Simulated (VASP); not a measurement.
# F4C in VASP: further runs

Aim: see how the results for F4C move with the level of theory and the settings. Levels: B3LYP+TS, BLYP+D3(BJ). Tasks: single point.

All numbers are computed with VASP 6.6.1; they aren't measurements. Logs are shortened: lines on timing, memory, paths and dates and some standing lists are left out, and cuts for length are marked.

**1. The structure**

The cell holds a molecule in a box, 5 atoms: a = 12.000 Å, b = 11.000 Å, c = 11.000 Å, α = 90.00°, β = 90.00°, γ = 90.00°.

**2. Single point, B3LYP+TS**

Input file POSCAR:

```
CF4
1.0
   12.0000000000      0.0000000000      0.0000000000
    0.0000000000     11.0000000000      0.0000000000
    0.0000000000      0.0000000000     11.0000000000
F C
4 1
Direct
    0.4174333300      0.4852545500      0.5919863600
    0.5847333300      0.4373818200      0.5402227300
    0.4496083300      0.4115000000      0.4141954500
    0.5046583300      0.5923181800      0.4586954500
    0.4891083300      0.4816181800      0.5012772700
```

Input file INCAR.step1:

```
PREC = Accurate ; ENCUT = 520
EDIFF = 1E-5 ; ISMEAR = 0
SIGMA = 0.01 ; LREAL = F
LASPH = T ; NELM = 60
ALGO = Normal ; ISIF = 2
LWAVE = T ; LCHARG = F
GGA = PE
```

Input file INCAR.step2:

```
PREC = Accurate ; ENCUT = 520
EDIFF = 1E-6 ; ISMEAR = 0
SIGMA = 0.01 ; LREAL = F
LASPH = T ; NELM = 60
ALGO = Normal ; ISIF = 2
LWAVE = F ; LCHARG = F
GGA = B3 ; LHFCALC = T
AEXX = 0.2 ; AGGAX = 0.72
AGGAC = 0.81 ; ALDAC = 0.19
PRECFOCK = Fast ; HFRCUT = -1
IVDW = 2 ; ISTART = 1
```

Input file KPOINTS:

```
regular mesh
0
Gamma
  1 1 1
```

Potentials or basis: VASP PAW PBE potentials, release 64 (F, C).

Launch:

```
$ cat potpaw_PBE.64/F/POTCAR potpaw_PBE.64/C/POTCAR > POTCAR
$ cp INCAR.step1 INCAR
$ mpirun -np 1 vasp_gam > vasp.out
$ cp INCAR.step2 INCAR
$ mpirun -np 1 vasp_gam > vasp.out
```

OUTCAR:

```text
PREC = Accurate
   ENCUT = 520
   EDIFF = 1E-6
   ISMEAR = 0
   LREAL = F
   LASPH = T
   NELM = 60
   ISIF = 2
   GGA = B3
   LHFCALC = T
   AEXX = 0.2
   PRECFOCK = Fast
   IVDW = 2
   ISTART = 1
  IVDW =   2

 ion  position               nearest neighbor table
   1  0.417  0.485  0.592-   5 1.32
   2  0.585  0.437  0.540-   5 1.32
   3  0.450  0.411  0.414-   5 1.32
   4  0.505  0.592  0.459-   5 1.32
   5  0.489  0.482  0.501-   1 1.32   4 1.32   2 1.32   3 1.32

  LATTYP: Found a simple tetragonal cell.
 ALAT       =    11.0000000000
 C/A-ratio  =     1.0909090909

  Lattice vectors:

 A1 = (   0.0000000000,  11.0000000000,   0.0000000000)
 A2 = (   0.0000000000,   0.0000000000,  11.0000000000)
 A3 = (  12.0000000000,   0.0000000000,   0.0000000000)

Analysis of symmetry for initial positions (statically):
=====================================================================
 Subroutine PRICEL returns:
 Original cell was already a primitive cell.

 Routine SETGRP: Setting up the symmetry group for a
 simple tetragonal supercell.

 Subroutine GETGRP returns: Found  1 space group operations
 (whereof  1 operations were pure point group operations)
 out of a pool of 16 trial point group operations.

The static configuration has the point symmetry C_1 .

Analysis of symmetry for dynamics (positions and initial velocities):
=====================================================================
 Subroutine PRICEL returns:
 Original cell was already a primitive cell.

 Routine SETGRP: Setting up the symmetry group for a
 simple tetragonal supercell.

 Subroutine GETGRP returns: Found  1 space group operations
 (whereof  1 operations were pure point group operations)
 out of a pool of 16 trial point group operations.

The dynamic configuration has the point symmetry C_1 .

 Subroutine INISYM returns: Found  1 space group operations
 (whereof  1 operations are pure point group operations),
 and found     1 'primitive' translations

----------------------------------------------------------------------------------------

                                     Primitive cell

  volume of cell :    1452.0000

  direct lattice vectors                    reciprocal lattice vectors
    12.000000000  0.000000000  0.000000000     0.083333333  0.000000000  0.000000000
     0.000000000 11.000000000  0.000000000     0.000000000  0.090909091  0.000000000
     0.000000000  0.000000000 11.000000000     0.000000000  0.000000000  0.090909091

  length of vectors
    12.000000000 11.000000000 11.000000000     0.083333333  0.090909091  0.090909091

  position of ions in fractional coordinates (direct lattice)
     0.417433330  0.485254550  0.591986360
     0.584733330  0.437381820  0.540222730
     0.449608330  0.411500000  0.414195450
     0.504658330  0.592318180  0.458695450
     0.489108330  0.481618180  0.501277270

  ion indices of the primitive-cell ions
   primitive index   ion index
                 1           1
                 2           2
                 3           3
                 4           4
                 5           5

----------------------------------------------------------------------------------------

 KPOINTS: regular mesh

Automatic generation of k-mesh.
 Grid dimensions read from file:
 generate k-points for:    1    1    1

 Generating k-lattice:

  Cartesian coordinates                     Fractional coordinates (reciprocal lattice)
     0.083333333  0.000000000  0.000000000     1.000000000  0.000000000  0.000000000
     0.000000000  0.090909091  0.000000000     0.000000000  1.000000000  0.000000000
     0.000000000  0.000000000  0.090909091     0.000000000  0.000000000  1.000000000

  Length of vectors
     0.083333333  0.090909091  0.090909091

  Shift w.r.t. Gamma in fractional coordinates (k-lattice)
     0.000000000  0.000000000  0.000000000

 Subroutine IBZKPT returns following result:
 ===========================================

 Found      1 irreducible k-points:

 Following reciprocal coordinates:
            Coordinates               Weight
  0.000000  0.000000  0.000000      1.000000
   k-points           NKPTS =      1   k-points in BZ     NKDIM =      1   number of bands    NBANDS=     20
   number of dos      NEDOS =    301   number of ions     NIONS =      5
   total plane-waves  NPLWV = 635040
   dimension x,y,z NGX =    90 NGY =   84 NGZ =   84
   dimension x,y,z NGXF=   180 NGYF=  168 NGZF=  168
   ions per type =               4   1
   NGX,Y,Z   is equivalent  to a cutoff of  12.47, 12.70, 12.70 a.u.
   NGXF,Y,Z  is equivalent  to a cutoff of  24.94, 25.39, 25.39 a.u.
 SYSTEM =  unknown system
   PREC   = accura    normal or accurate (medium, high low for compatibility)
   ISTART =      1    job   : 0-new  1-cont  2-samecut
   ICHARG =      0    charge: 1-file 2-atom 10-const
   ISPIN  =      1    spin polarized calculation?
   LNONCOLLINEAR =      F non collinear calculations
   LSORBIT =      F    spin-orbit coupling
   LASPH  =      T    aspherical Exc in radial PAW
   ENCUT  =  520.0 eV  38.22 Ry    6.18 a.u.  22.31 20.45 20.45*2*pi/ulx,y,z
   NELM   =     60;   NELMIN=  2; NELMDL=  0     # of ELM steps
   EDIFF  = 0.1E-05   stopping-criterion for ELM
   LREAL  =      F    real-space projection
   EDIFFG = 0.1E-04   stopping-criterion for IOM
   NSW    =      0    number of steps for IOM
   IBRION =     -1    ionic relax: 0-MD 1-quasi-New 2-CG
   NFREE  =      0    steps in history (QN), initial steepest desc. (CG)
   ISIF   =      2    stress and relaxation
   ISYM   =      3    0-nonsym 1-usesym 2-fastsym
   POTIM  = 0.5000    time-step for ionic-motion
   TEBEG  =    0.0;   TEEND  =   0.0 temperature during run
   PSTRESS=    0.0 pullay stress
   NELECT =      32.0000    total number of electrons
   NUPDOWN=      -1.0000    fix difference up-down
   EMIN   =  10.00;   EMAX   =-10.00  energy-range for DOS
   EFERMI =   0.00;   METHOD = LEGACY
   ISMEAR =     0;   SIGMA  =   0.01  broadening in eV -4-tet -1-fermi 0-gaus
   EFERMI_NEDOS =   21; number of points for ismear=-14 and -15
   IALGO  =     38    algorithm
   IMIX   =      1    mixing-type and parameters
     AMIX     =   0.40;   BMIX     =  1.00
     AMIX_MAG =   1.60;   BMIX_MAG =  1.00
  volume/ion in A,a.u.               =     290.40      1959.72
  Fermi-wavevector in a.u.,A,eV,Ry     =   0.458989  0.867364  2.866356  0.210671
  Thomas-Fermi vector in A             =   1.444625
   LORBIT       =      0    0 simple, 1 ext, 2 COOP (PROOUT), +10 PAW based schemes
   GGA     = B3    functional components
   LHFCALC =     T    Hartree Fock is set to
   PRECFOCK=fast      Normal, Fast or Accurate (Low or Medium for compatibility)
   ENCUT4O =  -1.0   cutoff for four orbital integrals eV
   NKREDX  =     1    reduce k-point grid by
   NKREDY  =     1    reduce k-point grid by
   NKREDZ  =     1    reduce k-point grid by
   AEXX    =    0.2000 exact exchange contribution
   HFSCREEN=    0.0000 screening length (either q_TF or 0.3 A-1)
   HFSCREENC=   0.0000 screening length for correlation (either q_TF or 0.3 A-1)
   ENCUTFOCK=  -1.0 apply spherical cutoff to Coloumb kernel
   IVDW    =     2    specifies the selected vdW correction
   LEPSILON=     F    determine dielectric tensor
   LRPA    =     F    only Hartree local field effects (RPA)
 non-spin polarized calculation
 Gauss-broadening in eV      SIGMA  =   0.01
  energy-cutoff  :      520.00
  volume of cell :     1452.00
 maximum number of plane-waves:     19579
 NGX is ok and might be reduce to    90
  NGX = 48; NGY = 42; NGZ = 42

 number of electron      31.9999988 magnetization

 Free energy of the ion-electron system (eV)
  ---------------------------------------------------
  ext. energy  EPLUGINS =         0.00000000
  ---------------------------------------------------
  free energy    TOTEN  =       -32.37137709 eV

  energy without entropy =      -32.37137709  energy(sigma->0) =      -32.37137709

 E-fermi : -12.0363     XC(G=0):  -0.5206

 val. band max:      -12.1263694560   @ k =   0.0000   0.0000   0.0000
 cond. band min:      -0.1172740783   @ k =   0.0000   0.0000   0.0000
 fundamental gap:     12.0090953777
 Fermi energy:       -12.0362635957

 k-point     1 :       0.0000    0.0000    0.0000
  band No.  band energies     occupation
      1     -37.9106      2.00000
      2     -34.7150      2.00000
      3     -34.7148      2.00000
      4     -34.7144      2.00000
      5     -20.0749      2.00000
      6     -17.6657      2.00000
      7     -17.6655      2.00000
      8     -17.6653      2.00000
      9     -14.0515      2.00000
     10     -14.0511      2.00000
     11     -13.3313      2.00000
     12     -13.3310      2.00000
     13     -13.3307      2.00000
     14     -12.1278      2.00000
     15     -12.1271      2.00000
     16     -12.1264      2.00000
     17      -0.1173      0.00000
     18       0.9905      0.00000
     19       0.9952      0.00000
     20       1.1597      0.00000

------------------------ aborting loop because EDIFF is reached ----------------------------------------

  Hirshfeld charges:
            ion         q(e)
   ------------------------------
      1     F       -0.08697855
      2     F       -0.08700480
      3     F       -0.08700146
      4     F       -0.08699985
      5     C        0.34798466

  Tkatchenko/Scheffler method for vdW energy calculation

  Number of pair interactions contributing to vdW energy:    5375

  Edisp (eV):   -0.00807

  FORCE on cell =-STRESS in cart. coord.  units (eV):
  Direction    XX          YY          ZZ          XY          YZ          ZX
  --------------------------------------------------------------------------------------
  -------------------------------------------------------------------------------------
  Total       1.46174     1.43615     1.42837     0.00005     0.00109     0.00050
  in kB       1.61292     1.58469     1.57610     0.00005     0.00121     0.00055
  external pressure =        1.59 kB  Pullay stress =        0.00 kB

 VOLUME and BASIS-vectors are now :
 -----------------------------------------------------------------------------
  energy-cutoff  :      520.00
  volume of cell :     1452.00
      direct lattice vectors                 reciprocal lattice vectors
    12.000000000  0.000000000  0.000000000     0.083333333  0.000000000  0.000000000
     0.000000000 11.000000000  0.000000000     0.000000000  0.090909091  0.000000000
     0.000000000  0.000000000 11.000000000     0.000000000  0.000000000  0.090909091

 POSITION                                       TOTAL-FORCE (eV/Angst)
 -----------------------------------------------------------------------------------
      5.00920      5.33780      6.51185        -0.613536      0.027979      0.717307
      7.01680      4.81120      5.94245         0.818878     -0.346330      0.304561
      5.39530      4.52650      4.55615        -0.334244     -0.552176     -0.682861
      6.05590      6.51550      5.04565         0.129425      0.876620     -0.335171
      5.86930      5.29780      5.51405        -0.000524     -0.006094     -0.003837
 -----------------------------------------------------------------------------------
    total drift:                               -0.000778      0.003863      0.005145

  FREE ENERGIE OF THE ION-ELECTRON SYSTEM (eV)
  ---------------------------------------------------
  free  energy   TOTEN  =       -32.3794476009 eV

  energy  without entropy=      -32.3794476009  energy(sigma->0) =      -32.37944760
```

Wall time 3.7 min (1 thread of Intel Xeon Platinum 8488C (Sapphire Rapids), shared host); peak memory 1.1 GiB.

Results:

```yaml
Free_energy: -32.3794 eV
Largest_force: 0.947 eV/Å
Gap_between_the_frontier_levels: 12.01 eV
Hirshfeld_charges: F -0.09; C +0.35 e
Dispersion_energy_per_atom: -0.002 eV
```

Forces in eV/Å, atoms in the order of the input:
```
F   -0.614  0.028  0.717
F    0.819 -0.346  0.305
F   -0.334 -0.552 -0.683
F    0.129  0.877 -0.335
C   -0.001 -0.006 -0.004
```

Levels at points of the mesh, in eV from the valence-band top:
```
           k point  band 14  band 15  band 16  band 17  band 18  band 19
(0.00, 0.00, 0.00)     0.00     0.00     0.00    12.01    13.12    13.12
```

Caveat: the PAW data sets were made with another functional, which shifts forces and pressure a little.

**3. Single point, BLYP+D3(BJ)**

Input file INCAR:

```
SYSTEM = CF4
AGGAC = 1.0
AGGAX = 1.0
ALDAC = 0.0
ALDAX = 1.0
ALGO = Normal
EDIFF = 1E-6
ENCUT = 520
GGA = B5
ISIF = 2
ISMEAR = 0
IVDW = 12
LASPH = .TRUE.
LCHARG = .FALSE.
LREAL = .FALSE.
LWAVE = .FALSE.
NBANDS = 24
NELM = 80
PREC = Accurate
SIGMA = 0.01
VDW_A1 = 0.4298
VDW_A2 = 4.2359
VDW_S6 = 1.0
VDW_S8 = 2.6996
```

Input file KPOINTS:

```
k-points
0
G
  1 1 1
  0 0 0
```

Input file POSCAR:

```
CF4
1.0
   12.0000000000      0.0000000000      0.0000000000
    0.0000000000     11.0000000000      0.0000000000
    0.0000000000      0.0000000000     11.0000000000
F C
4 1
Cartesian
    5.0091999600      5.3378000500      6.5118499600
    7.0167999600      4.8112000200      5.9424500300
    5.3952999600      4.5265000000      4.5561499500
    6.0558999600      6.5154999800      5.0456499500
    5.8692999600      5.2977999800      5.5140499700
```

Potentials or basis: VASP PAW PBE potentials, release 64 (F, C).

Launch:

```
$ cat potpaw_PBE.64/F/POTCAR potpaw_PBE.64/C/POTCAR > POTCAR
$ mpirun -np 1 vasp_gam > vasp.out
```

OUTCAR:

```text
SYSTEM = CF4
   EDIFF = 1E-6
   ENCUT = 520
   GGA = B5
   ISIF = 2
   ISMEAR = 0
   IVDW = 12
   LASPH = .TRUE.
   LREAL = .FALSE.
   NELM = 80
   PREC = Accurate
 IVDW          = 12

 ion  position               nearest neighbor table
   1  0.417  0.485  0.592-   5 1.32
   2  0.585  0.437  0.540-   5 1.32
   3  0.450  0.411  0.414-   5 1.32
   4  0.505  0.592  0.459-   5 1.32
   5  0.489  0.482  0.501-   1 1.32   4 1.32   2 1.32   3 1.32
[... 208 lines left out ...]

  FORCE on cell =-STRESS in cart. coord.  units (eV):
  Direction    XX          YY          ZZ          XY          YZ          ZX
  --------------------------------------------------------------------------------------
  -------------------------------------------------------------------------------------
  Total       3.04738     3.05053     3.04977    -0.00005     0.00020     0.00009
  in kB       3.36256     3.36603     3.36520    -0.00006     0.00022     0.00009
  external pressure =        3.36 kB  Pullay stress =        0.00 kB

 VOLUME and BASIS-vectors are now :
 -----------------------------------------------------------------------------
  energy-cutoff  :      520.00
  volume of cell :     1452.00
      direct lattice vectors                 reciprocal lattice vectors
    12.000000000  0.000000000  0.000000000     0.083333333  0.000000000  0.000000000
     0.000000000 11.000000000  0.000000000     0.000000000  0.090909091  0.000000000
     0.000000000  0.000000000 11.000000000     0.000000000  0.000000000  0.090909091

 POSITION                                       TOTAL-FORCE (eV/Angst)
 -----------------------------------------------------------------------------------
      5.00920      5.33780      6.51185        -1.216751      0.057630      1.413485
      7.01680      4.81120      5.94245         1.626070     -0.688516      0.606209
      5.39530      4.52650      4.55615        -0.671584     -1.090951     -1.355563
      6.05590      6.51550      5.04565         0.263191      1.725178     -0.662568
      5.86930      5.29780      5.51405        -0.000926     -0.003342     -0.001563
 -----------------------------------------------------------------------------------
    total drift:                                0.003516      0.000525     -0.000377

  FREE ENERGIE OF THE ION-ELECTRON SYSTEM (eV)
  ---------------------------------------------------
  free  energy   TOTEN  =       -24.4684663483 eV

  energy  without entropy=      -24.4684663483  energy(sigma->0) =      -24.46846635
```

OSZICAR:

```text
N       E                     dE             d eps       ncg     rms          rms(c)
DAV:   1     0.348912212873E+03    0.34891E+03   -0.10631E+04    64   0.861E+02
DAV:   2     0.106319039925E+03   -0.24259E+03   -0.23121E+03    80   0.182E+02
DAV:   3    -0.161988957842E+02   -0.12252E+03   -0.12107E+03    72   0.108E+02
[... 19 lines left out ...]
DAV:  23    -0.243653532600E+02    0.15308E-05   -0.15534E-05    64   0.363E-02    0.335E-04
DAV:  24    -0.243653543441E+02   -0.10841E-05   -0.18806E-05    64   0.396E-02    0.123E-04
DAV:  25    -0.243653549805E+02   -0.63642E-06   -0.26266E-05    48   0.435E-02    0.256E-04
DAV:  26    -0.243653552973E+02   -0.31684E-06   -0.30293E-05    48   0.469E-02    0.317E-04
DAV:  27    -0.243653547171E+02    0.58021E-06   -0.71498E-06    64   0.246E-02
   1 F= -.24468466E+02 E0= -.24468466E+02  d E =-.716767E-32
```

Run time: 3.5 min. Hardware: 1 thread of Intel Xeon Platinum 8488C (Sapphire Rapids), shared host; peak memory 1 GiB.

Results:

```yaml
Free_energy: -24.4685 eV
Largest_force: 1.867 eV/Å
Gap_between_the_frontier_levels: 9.84 eV
Dispersion_energy_per_atom: -0.021 eV
```

Forces on the atoms (eV/Å):
```
F   -1.217  0.058  1.413
F    1.626 -0.689  0.606
F   -0.672 -1.091 -1.356
F    0.263  1.725 -0.663
C   -0.001 -0.003 -0.002
```

Caveat: the PAW data sets were made with another functional, which shifts forces and pressure a little. BLYP gaps usually lie below the measured ones, often by a third to a half.
